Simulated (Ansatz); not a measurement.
# WS2 in Ansatz: settings compared

The runs below take WS2 through relaxation of cell and atoms, single point, with revPBE, BLYP+D4, PBE.

Program: Ansatz 0.2.0. These are calculated values, not measurements. Logs are shortened: lines on timing, memory, paths and dates and some standing lists are left out, and cuts for length are marked.

### Step 1. Starting point

The cell holds a slab with vacuum, 9 atoms: a = 3.183 Å, b = 3.183 Å, c = 28.532 Å, α = 90.00°, β = 90.00°, γ = 120.00°.

### Step 2. Relaxation of cell and atoms, revPBE

input.yaml

```yaml
crystal:
  lattice:
    - [3.1829541699, 0.0, 0.0]
    - [-1.591477085, 2.7565191702, 0.0]
    - [0.0, 0.0, 28.53221786]
  atoms:
    - { symbol: W, position: [0.6666666667, 0.3333333333, 0.43436168] }
    - { symbol: W, position: [0.6666666667, 0.3333333333, 0.88553378] }
    - { symbol: W, position: [0.0, 0.0, 0.65928643] }
    - { symbol: S, position: [0.6666666667, 0.3333333333, 0.60462521] }
    - { symbol: S, position: [0.0, 0.0, 0.37971025] }
    - { symbol: S, position: [0.0, 0.0, 0.83084828] }
    - { symbol: S, position: [0.6666666667, 0.3333333333, 0.71395221] }
    - { symbol: S, position: [0.0, 0.0, 0.48903042] }
    - { symbol: S, position: [0.0, 0.0, 0.94018573] }
hamiltonian:
  xc: revpbe
  pseudopotentials: { kind: paw }
kpoints:
  mp_grid: { grid: [7, 7, 1] }
scf:
  occupations: { method: fermi_dirac, width: 0.05 }
output:
  forces: true
  stress: true
  eigenvalues: true
relax:
  f_tol: 0.01
  max_steps: 40
  cell: { stress_tol: 0.05 }
```

Potentials or basis: Ansatz PAW.

On the command line:

```sh
ansatz run input.yaml --threads 4 --pin off --max-ram 11264MiB --backend cpu --events-out ev --progress --plain --runs-dir out
```

Output:

```text
Warning: RAYON_NUM_THREADS=4 ignored (pool sized by the plan → 4); use --threads N
Engine: ansatz 0.2.0, aarch64-unknown-linux-gnu
Pseudopotentials: kind: paw
Pseudopotential: W, paw, valence charge 14, recommended cutoff 420 eV (normal), W.paw.azcp
Pseudopotential: S, paw, valence charge 6, recommended cutoff 420 eV (normal), S.paw.azcp
Functional definition: revPBE
  parameter kappa = 1.245
  parameter beta = 0.06672455060314922
  exchange = pbe_x(kappa = kappa, mu = beta*pi^2/3)
  correlation = pbe_c(beta = beta)
Crystal: 9 atoms, lattice volume = 250.338 Å³
Basis set: ecut = 420 eV, 4931 PW (Γ), exchange–correlation on 48×48×384 points (8 copies of the dense FFT grid, shifted against one another)
Bands: 48, of which v1, the nominal top of the filled ones, is band 39 counted from 1 (38 counted from 0)
Symmetry: 6 space group operations
Space group: P3m1 (ITA 156), of the structure as read, at distance tolerance 6.3e-5 Å
k-points: 8 of 49 (time reversal used)
Non-local potential: W, projectors of the file, l = 0: 3, l = 1: 2, l = 2: 2, l = 3: 1
Non-local potential: S, projectors of the file, l = 0: 2, l = 1: 2, l = 2: 2
PAW form: soft (Blöchl's): semilocal exchange-correlation on the pseudo side does not see the compensation charge
PAW frozen core: W, regenerated for the run's functional, and the local potential with it (the file was generated under x = pbe(κ = 0.804, μ = 0.2195149727645171), c = pbe(β = 0.06672455060314922))
PAW frozen core: S, regenerated for the run's functional, and the local potential with it (the file was generated under x = pbe(κ = 0.804, μ = 0.2195149727645171), c = pbe(β = 0.06672455060314922))
PAW one-centre angular grid: W, 590 points (default); XC on 64 Gauss nodes
PAW one-centre angular grid: S, 110 points (default); XC on 64 Gauss nodes
Initial density: superposition of atomic densities (neutral atoms: chi_scale 0, normalization atom), corrected by the library's trained network
Initial wavefunctions: pseudopotential atomic-orbital guess
Functional: x = revpbe(κ = 1.245, μ = 0.2195149727645171), c = pbe(β = 0.06672455060314922)
SCF iter   1: F=—  HF=-36616.179621 eV  |F-HF|=—  |Δ(HF+E_count)|=         —  Δρ=4.56e-3  dr2=8.19e-2  ethr=1.77e-3  ⟨swp⟩=8.2  Hψ=1805  notcnv=0
preconditioner: auto → Resta (q_TF=auto, 2.246 Å⁻¹)  ε∞=5.3  [insulator: Δε(μ)=1.457 eV  Ē_g=8.365 eV  σ=0.050 eV  W_gap=1.00  n_scr=20 (ndim 8)  ℏωp=17.2 eV  f_vac=0.334  D(μ)=0.00/eV (n_scr^D=0)  ε∞_Penn≈5.3  vacuum switching on, ρ_ref=5.1e-3 e/Å³]
SCF iter   2: F=—  HF=-36616.186973 eV  |F-HF|=—  |Δ(HF+E_count)|=   7.35e-3  Δρ=2.42e-3  dr2=9.20e-3  ethr=1.05e-4  ⟨swp⟩=2.6  Hψ=683  notcnv=0  defer=14
SCF iter   3: F=—  HF=-36616.193569 eV  |F-HF|=—  |Δ(HF+E_count)|=   6.60e-3  Δρ=1.37e-3  dr2=2.52e-3  ethr=1.18e-5  ⟨swp⟩=2.1  Hψ=547  notcnv=0  defer=14
SCF iter   4: F=—  HF=-36616.196891 eV  |F-HF|=—  |Δ(HF+E_count)|=   3.32e-3  Δρ=6.27e-4  dr2=8.55e-4  ethr=3.23e-6  ⟨swp⟩=2.0  Hψ=561  notcnv=0  defer=14
SCF iter   5: F=—  HF=-36616.197573 eV  |F-HF|=—  |Δ(HF+E_count)|=   6.82e-4  Δρ=1.43e-4  dr2=8.55e-5  ethr=1.10e-6  ⟨swp⟩=2.0  Hψ=562  notcnv=0  defer=14
SCF iter   6: F=—  HF=-36616.197650 eV  |F-HF|=—  |Δ(HF+E_count)|=   7.67e-5  Δρ=2.86e-5  dr2=6.60e-6  ethr=1.10e-7  ⟨swp⟩=2.2  Hψ=602  notcnv=0  defer=14
SCF iter   7: F=—  HF=-36616.197653 eV  |F-HF|=—  |Δ(HF+E_count)|=   3.36e-6  Δρ=1.01e-5  dr2=3.98e-7  ethr=8.47e-9  ⟨swp⟩=2.6  Hψ=695  notcnv=0  defer=14
SCF iter   8: F=-36616.197654 eV  HF=-36616.197654 eV  |F-HF|=4.76e-8  |Δ(HF+E_count)|=   4.68e-7  Δρ=3.88e-6  dr2=8.83e-8  ethr=1.28e-10  ⟨swp⟩=12.1  Hψ=2087  notcnv=0
SCF 1 converged in 8 iterations: F = -36616.197654 eV  dr2 = 8.83e-8
relax step   1: F+E_penalty+E_count = -36616.19765363 eV  Δ(F+E_penalty+E_count) = +0.000e0 eV  max|allowed force component| = 3.991e-1 eV/Å  Δτ_max = 0.0000 Å  P = +2.474 GPa  Ω = 250.338 Å³  (8 SCF iters, dr2 threshold 1.00e-7 eV, accepted)
Crystal: 9 atoms, lattice volume = 266.443 Å³
Basis set: ecut = 420 eV, 5295 PW (Γ), exchange–correlation on 48×48×384 points (8 copies of the dense FFT grid, shifted against one another)
Initial density: handed on by an earlier stage of this run
Initial wavefunctions: those handed on with the density
iter 1 solved again at ethr=3.33e-4 eV; its pass at ethr=3.10e-3 eV (dr2=2.59e-1 eV) is discarded
SCF iter   1: F=—  HF=-36616.312863 eV  |F-HF|=—  |Δ(HF+E_count)|=         —  Δρ=1.09e-2  dr2=2.62e-1  ethr=3.33e-4  ⟨swp⟩=1.8  Hψ=2171  notcnv=0
preconditioner: auto → Resta (q_TF=auto, 2.223 Å⁻¹)  ε∞=5.1  [insulator: Δε(μ)=1.614 eV  Ē_g=8.215 eV  σ=0.050 eV  W_gap=1.00  n_scr=20 (ndim 8)  ℏωp=16.7 eV  f_vac=0.365  D(μ)=0.00/eV (n_scr^D=0)  ε∞_Penn≈5.1  vacuum switching on, ρ_ref=4.9e-3 e/Å³]
SCF iter   2: F=—  HF=-36616.292244 eV  |F-HF|=—  |Δ(HF+E_count)|=   2.06e-2  Δρ=5.52e-3  dr2=5.42e-2  ethr=3.33e-4  ⟨swp⟩=3.6  Hψ=633  notcnv=0
SCF iter   3: F=—  HF=-36616.291258 eV  |F-HF|=—  |Δ(HF+E_count)|=   9.86e-4  Δρ=2.62e-3  dr2=1.39e-2  ethr=6.95e-5  ⟨swp⟩=3.0  Hψ=582  notcnv=0  defer=1
SCF iter   4: F=—  HF=-36616.292827 eV  |F-HF|=—  |Δ(HF+E_count)|=   1.57e-3  Δρ=2.76e-4  dr2=4.07e-4  ethr=1.79e-5  ⟨swp⟩=2.0  Hψ=513  notcnv=0
[... 415 lines left out ...]
eigensolver tolerance schedule: the retry pair's looser diagonalisation over-reported the residual by 698.50 of it (diagonalisation noise at 0.27 of the residual, at the tolerance the schedule requests for it); recorded, not acted on — ethr = c·dr2/N_el stays at c = 1.0e-1
preconditioner: auto → Resta (q_TF=auto, 2.254 Å⁻¹)  ε∞=5.5  [insulator: Δε(μ)=2.031 eV  Ē_g=8.248 eV  σ=0.050 eV  W_gap=1.00  n_scr=18 (ndim 8)  ℏωp=17.4 eV  f_vac=0.327  D(μ)=0.00/eV (n_scr^D=0)  ε∞_Penn≈5.5]
SCF iter   2: F=—  HF=-36616.391091 eV  |F-HF|=—  |Δ(HF+E_count)|=   1.87e-4  Δρ=2.81e-5  dr2=2.32e-7  ethr=1.37e-9  ⟨swp⟩=4.1  Hψ=981  notcnv=0
SCF iter   3: F=—  HF=-36616.391353 eV  |F-HF|=—  |Δ(HF+E_count)|=   2.62e-4  Δρ=9.13e-6  dr2=2.95e-8  ethr=2.97e-10  ⟨swp⟩=3.8  Hψ=811  notcnv=0
SCF iter   4: F=—  HF=-36616.391399 eV  |F-HF|=—  |Δ(HF+E_count)|=   4.65e-5  Δρ=1.33e-6  dr2=1.02e-8  ethr=3.79e-11  ⟨swp⟩=3.1  Hψ=834  notcnv=0
SCF iter   5: F=—  HF=-36616.391399 eV  |F-HF|=—  |Δ(HF+E_count)|=   2.86e-8  Δρ=4.53e-7  dr2=9.29e-10  ethr=1.31e-11  ⟨swp⟩=2.0  Hψ=515  notcnv=0
SCF iter   6: F=—  HF=-36616.391399 eV  |F-HF|=—  |Δ(HF+E_count)|=   1.46e-9  Δρ=1.19e-7  dr2=2.17e-10  ethr=1.19e-12  ⟨swp⟩=2.5  Hψ=573  notcnv=0
SCF iter   7: F=—  HF=-36616.391399 eV  |F-HF|=—  |Δ(HF+E_count)|=  5.60e-10  Δρ=7.34e-8  dr2=9.63e-11  ethr=1.00e-12  ⟨swp⟩=6.0  Hψ=1483  notcnv=0
SCF iter   8: F=-36616.391399 eV  HF=-36616.391399 eV  |F-HF|=9.46e-11  |Δ(HF+E_count)|=  3.27e-10  Δρ=6.21e-8  dr2=4.20e-11  ethr=1.00e-12  ⟨swp⟩=5.4  Hψ=1399  notcnv=0
SCF 26 converged in 8 iterations: F = -36616.391399 eV  dr2 = 4.20e-11
relax step  26: F+E_penalty+E_count = -36616.39139935 eV  Δ(F+E_penalty+E_count) = +5.790e-4 eV  max|allowed force component| = 2.792e-4 eV/Å  Δτ_max = 0.0000 Å  P = -0.002 GPa  Ω = 245.048 Å³  stress off target by 4.13e-3 GPa  SCF on the basis re-selected at this cell (its energy is not comparable with the rows above)  (8 SCF iters)
basis re-selected at this cell: Δ(F+E_penalty+E_count) = +5.790e-4 eV, ΔP = -0.001 GPa vs the last step (what re-selecting the basis moved, of the pressure what is left beyond the Pulay correction that the steps carried, after the strain that the cell walked since its last selection, with what the two solves' SCF thresholds leave and, on support functions, any second-order correction that the steps lacked; it is no measure of the basis error at this ecutwfc). This SCF's stress stands 4.13e-3 GPa from its target on what of the cell is left free (relax.cell.stress_tol is 5.00e-2 GPa) and its largest allowed force component is 2.79e-4 eV/Å (relax.f_tol is 1.00e-2 eV/Å): within both
SCF converged after 8 iterations
Free energy (F): -36616.391399 eV
Harris-Foulkes:  -36616.391399 eV  (|F-HF|=9.46e-11)
Internal energy: -36616.391399 eV  (E = F + TS)
E sigma→0 (E₀):  -36616.391399 eV
Fermi energy:    6.308027 eV
--- Per-component energies (eV) ---
  E_band       = -1006.139220
  E_kinetic    = 1991.759923
  E_local      = -12698.133938  (includes V_loc(G=0)·N_el)
  E_nonlocal   = 167.880654
  E_hartree    = 5587.474697
  E_xc         = -1385.501202
  E_vxc        = -1240.990126  (∫ρ·V_xc dr)
  E_paw        = -29329.325273  (= ΣΔE_a)
  E_vpaw       = -401.604661  (= ΣTr[D̂ρ^β])
  E_aug_tail   = -0.000176  (compensation charges beyond the density's cutoff)
  E_ewald      = -950.343488
  E_core_change = -0.202596  (= ΣΔE_core)
  E_smearing   = -0.000000  (= −TS)
  E_closure    = 0.000000  (closes the sum)
  Σ components = -36616.391399   (vs F -36616.391399, Δ=0.00e0)
--- Forces (eV/Å), atoms counted from 1 ---
  atom   1  W     -0.00000000    -0.00000000    -0.00006398
  atom   2  W     -0.00000000    -0.00000000     0.00004438
  atom   3  W      0.00000000     0.00000000    -0.00000378
  atom   4  S      0.00000000    -0.00000000     0.00016272
  atom   5  S      0.00000000     0.00000000     0.00024967
  atom   6  S      0.00000000     0.00000000     0.00027856
  atom   7  S      0.00000000    -0.00000000    -0.00021539
  atom   8  S     -0.00000000     0.00000000    -0.00024792
  atom   9  S     -0.00000000     0.00000000    -0.00020961
  max |Σ_I F_I| component: 5.34e-6 eV/Å
--- Stress (GPa, compression-positive) ---
       -0.001162      -0.000000       0.000000
       -0.000000      -0.001162       0.000000
        0.000000       0.000000      -0.004134
  P = ⅓ Tr σ = -0.0022 GPa (-0.022 kbar)
--- Band table (eV; the first three rows and the last of 8) ---
  k-point 0: bands = ["-68.6995", "-68.6995", "-68.6995", "-32.9512", "-32.9512", "-32.9512", "-32.8232", "-32.8232", "-32.8232", "-32.8232", "-32.8232", "-32.8232", "-9.3446", "-9.3444", "-9.3443", "-7.7436", "-7.7436", "-7.7430", "-0.9303", "-0.9235", "-0.9233", "2.4774", "2.4774", "2.4774", "2.4774", "2.4774", "2.4774", "3.2517", "3.2531", "3.3003", "3.6812", "3.6812", "3.6812", "3.6812", "3.6812", "3.6812", "5.2877", "5.3394", "5.3408", "8.1452", "8.1452", "8.1452", "8.1452", "8.1453", "8.1453", "8.2894", "8.2894", "8.2896"]
[... 3 lines left out ...]
--- Relaxed structure (25 steps of the walk, 24 accepted, 1 SCFs on fresh bases) ---
  F+E_penalty+E_count = -36616.39139935 eV   max|allowed force component| = 2.792e-4 eV/Å   (the final SCF, on the basis selected at the relaxed cell)
  cell:  # Å, volume = 245.0480 Å³
    - [3.2046500956364943, 2.9064381221361597e-11, -1.2064796711149283e-17]
    - [-1.6023250478434174, 2.7753083930469025, 8.568044727535081e-18]
    - [-1.0814965903566044e-16, 2.624600455528313e-17, 27.55238768393808]
  atoms:
    - { symbol: W, position: [0.6666666666666666, 0.33333333333333337, 0.32637860866255775] }
    - { symbol: W, position: [0.6666666666666666, 0.33333333333333337, 0.9923604390578304] }
    - { symbol: W, position: [-2.2610841162052583e-17, -3.823392664631993e-19, 0.6604389667478785] }
    - { symbol: S, position: [0.6666666666666666, 0.33333333333333337, 0.6033853194198396] }
    - { symbol: S, position: [-1.3361490860358882e-16, 3.661901654906132e-17, 0.2693246162293359] }
    - { symbol: S, position: [8.02002918788452e-17, -3.4652716948317765e-17, 0.9353066320447806] }
    - { symbol: S, position: [0.6666666666666666, 0.33333333333333337, 0.7174926638315485] }
    - { symbol: S, position: [-1.2885020964496026e-16, 3.50307835627797e-17, 0.3834324108377489] }
    - { symbol: S, position: [8.494770054608841e-17, -3.623518650413731e-17, 1.04941433316848] }
```

It took 98 s on 4 threads of Arm Neoverse V1, shared host; peak memory 0.68 GiB.

Results:

| Item | Value |
| --- | --- |
| Free energy | -36616.3914 eV |
| Relaxed volume | 27.23 Å³/atom |
| Relaxed cell | a = 3.205 Å, b = 3.205 Å, c = 27.552 Å, α = 90.00°, β = 90.00°, γ = 120.00° |
| Space group after relaxing (to 0.05 Å) | P3m1 (No. 156) |
| Energy gained by relaxing | 21.5 meV/atom |
| Ionic steps | 25 |
| Band gap on the k mesh | 2.03 eV, indirect (least direct gap 2.38 eV) |

The path:
```
step  energy change (eV)  largest force (eV/Å)  volume (Å³)
   1              0.0000                0.3991       250.34
   2             -0.0955                0.0801       266.44
   3             -0.1463                0.0735       268.28
   4             -0.1676                0.0270       273.17
   5             -0.1783                0.0409       279.52
   6             -0.1813                0.0455       283.93
   7             -0.1821                0.0189       285.80
   8             -0.1826                0.0087       286.32
   9             -0.1834                0.0220       286.50
  10             -0.1849                0.0328       284.80
  11             -0.1864                0.0059       282.69
  12             -0.1883                0.0046       278.03
  13             -0.1893                0.0215       274.57
  14             -0.1903                0.0121       270.86
  15             -0.1910                0.0142       266.99
  16             -0.1916                0.0078       263.16
  17             -0.1922                0.0175       259.28
  18             -0.1928                0.0055       255.49
  19             -0.1933                0.0303       251.55
  20             -0.1935                0.0153       250.12
  21             -0.1941                0.0127       246.57
  22             -0.1945                0.0155       243.51
  23             -0.1943                0.0037       245.45
  24             -0.1943                0.0003       245.05
  25             -0.1937                0.0003       245.05
```

Final structure:
```
W S
1.0
     3.20465    0.00000    0.00000
    -1.60233    2.77531    0.00000
     0.00000    0.00000   27.55239
W S
3 6
Direct
  0.66667 0.33333 0.32638
  0.66667 0.33333 0.99236
  0.00000 0.00000 0.66044
  0.66667 0.33333 0.60339
  0.00000 0.00000 0.26932
  0.00000 0.00000 0.93531
  0.66667 0.33333 0.71749
  0.00000 0.00000 0.38343
  0.00000 0.00000 0.04941
```

Caveat: odd divisions of the mesh miss points on the zone boundary, where band edges often lie, so the gap on the mesh can be too wide; the plane-wave basis is chosen anew once the cell has moved, so the energies of steps on either side of that aren't comparable; spin-orbit coupling is left out, which moves the levels of the heavy elements; the PAW data sets come from PBE, with cores solved anew for the run's functional, which leaves a small shift of forces and pressure; without dispersion, layers of such crystals drift apart on relaxing, which shifts levels and gaps; volumes and pressures include the vacuum. As with any semilocal functional, this revPBE gap is likely too small.

### Step 3. Relaxation of cell and atoms, BLYP+D4

input.yaml: that of step 2 with these lines changed.

```diff
@@ -16,6 +16,7 @@
 hamiltonian:
-  xc: revpbe
+  xc: blyp
   pseudopotentials: { kind: paw }
+  dispersion: d4
 kpoints:
-  mp_grid: { grid: [7, 7, 1] }
+  mp_grid: { grid: [10, 10, 1] }
 scf:
```

Potentials or basis: Ansatz PAW.

On the command line:

```sh
ansatz run input.yaml --threads 4 --pin off --max-ram 11264MiB --backend cpu --events-out ev --progress --plain --runs-dir out
```

Run time: 21 s. Hardware: 4 threads of Arm Neoverse V2, shared host; peak memory 0.66 GiB.

The run converged. Its results:

```
Free energy                            : -36680.2439 eV
Relaxed volume                         : 26.60 Å³/atom
Relaxed cell                           : a = 3.195 Å, b = 3.195 Å, c = 27.083 Å, α = 90.00°, β = 90.00°, γ = 120.00°
Space group after relaxing (to 0.05 Å) : P-6m2 (No. 187)
Energy gained by relaxing              : 19.0 meV/atom
Ionic steps                            : 5
Band gap on the k mesh                 : 1.12 eV, indirect (least direct gap 2.04 eV)
```

Forces on the atoms (eV/Å):
```
W    0.000  0.000  0.000
W    0.000  0.000  0.000
W    0.000  0.000  0.000
S    0.000  0.000 -0.003
S    0.000  0.000 -0.002
S    0.000  0.000  0.002
S    0.000  0.000  0.000
S    0.000  0.000  0.001
S    0.000  0.000  0.002
```

Step by step:
```tsv
step	energy change (eV)	largest force (eV/Å)	volume (Å³)
1	0.0000	0.6325	250.34
2	-0.1479	0.3085	241.86
3	-0.1696	0.0148	238.43
4	-0.1719	0.0026	239.38
5	-0.1711	0.0027	239.38
```

Final structure:
```
W S
1.0
     3.19467    0.00000    0.00000
    -1.59733    2.76667    0.00000
     0.00000    0.00000   27.08310
W S
3 6
Direct
  0.66667 0.33333 0.43847
  0.66667 0.33333 0.88095
  0.00000 0.00000 0.65976
  0.66667 0.33333 0.60156
  0.00000 0.00000 0.38008
  0.00000 0.00000 0.82275
  0.66667 0.33333 0.71796
  0.00000 0.00000 0.49667
  0.00000 0.00000 0.93935
```

Levels at points of the mesh, in eV from the valence-band top:
```tsv
k point	band 35	band 36	band 37	band 38	band 39	band 40	band 41	band 42	band 43	band 44
(0.00, 0.00, 0.00)	-2.23	-1.82	-0.94	-0.33	0.00	2.14	2.14	2.15	2.15	2.19
(0.00, -0.50, 0.00)	-1.90	-1.82	-1.58	-1.47	-1.41	2.07	2.10	2.11	2.45	2.55
```

Caveat: the plane-wave basis is chosen anew once the cell has moved, so the energies of steps on either side of that aren't comparable; spin-orbit coupling is left out, which moves the levels of the heavy elements; the PAW data sets come from PBE, with cores solved anew for the run's functional, which leaves a small shift of forces and pressure.

### Step 4. Single point, PBE

input.yaml: that of step 3 with these lines changed.

```diff
@@ -16,5 +16,4 @@
 hamiltonian:
-  xc: blyp
+  xc: pbe
   pseudopotentials: { kind: paw }
-  dispersion: d4
 kpoints:
@@ -22,3 +21,3 @@
 scf:
-  occupations: { method: fermi_dirac, width: 0.05 }
+  occupations: { method: gaussian, width: 0.015 }
 output:
@@ -27,5 +26 @@
   eigenvalues: true
-relax:
-  f_tol: 0.01
-  max_steps: 40
-  cell: { stress_tol: 0.05 }
```

On the command line:

```sh
ansatz run input.yaml --threads 4 --pin off --max-ram 11264MiB --backend cpu --events-out ev --progress --plain --runs-dir out
```

It took 3.5 s on 4 threads of Arm Neoverse V2, shared host; peak memory 0.6 GiB.

The run converged. Its results:

```
Free energy            : -36574.2696 eV
Largest force          : 0.265 eV/Å
Band gap on the k mesh : 1.47 eV, indirect (least direct gap 2.11 eV)
```

Forces on the atoms (eV/Å):
```
W    0.000  0.000 -0.012
W    0.000  0.000  0.002
W    0.000  0.000  0.004
S    0.000  0.000 -0.206
S    0.000  0.000 -0.265
S    0.000  0.000 -0.200
S    0.000  0.000  0.210
S    0.000  0.000  0.203
S    0.000  0.000  0.264
```

Stress tensor (GPa, compression positive):
```
0.90 0.00 0.00
0.00 0.90 0.00
0.00 0.00 1.92
```

Levels at points of the mesh, in eV from the valence-band top:
```tsv
k point	band 35	band 36	band 37	band 38	band 39	band 40	band 41	band 42	band 43	band 44
(0.00, 0.00, 0.00)	-2.10	-1.93	-0.69	-0.30	0.00	2.44	2.44	2.44	2.44	2.44
(0.00, -0.50, 0.00)	-1.75	-1.71	-1.41	-1.37	-1.34	2.38	2.40	2.40	2.80	2.86
```

Caveat: spin-orbit coupling is left out, which moves the levels of the heavy elements. As with any semilocal functional, this PBE gap is likely too small.

### Step 5. Overview

| task | level | cell | k mesh | smearing | gap on the mesh (eV) | relaxed volume (Å³/atom) |
| --- | --- | --- | --- | --- | --- | --- |
| relaxation of cell and atoms | revPBE | relaxed | 7 × 7 × 1 | fermi-dirac 0.05 eV | 2.03 | 27.23 |
| relaxation of cell and atoms | BLYP+D4 | relaxed | 10 × 10 × 1 | fermi-dirac 0.05 eV | 1.12 | 26.60 |
| single point | PBE | as given | 10 × 10 × 1 | gaussian 0.015 eV | 1.47 | - |

Alike in all rows: potentials or basis Ansatz PAW; no spin polarisation; cutoff (eV) 420.

Caveats: spin-orbit coupling is left out, which moves the levels of the heavy elements; the plane-wave basis is chosen anew once the cell has moved, so the energies of steps on either side of that aren't comparable (some runs); the PAW data sets come from PBE, with cores solved anew for the run's functional, which leaves a small shift of forces and pressure (some runs); odd divisions of the mesh miss points on the zone boundary, where band edges often lie, so the gap on the mesh can be too wide (some runs); without dispersion, layers of such crystals drift apart on relaxing, which shifts levels and gaps (some runs); volumes and pressures include the vacuum (some runs).

Absolute energies hang on the potentials; compare differences alone.
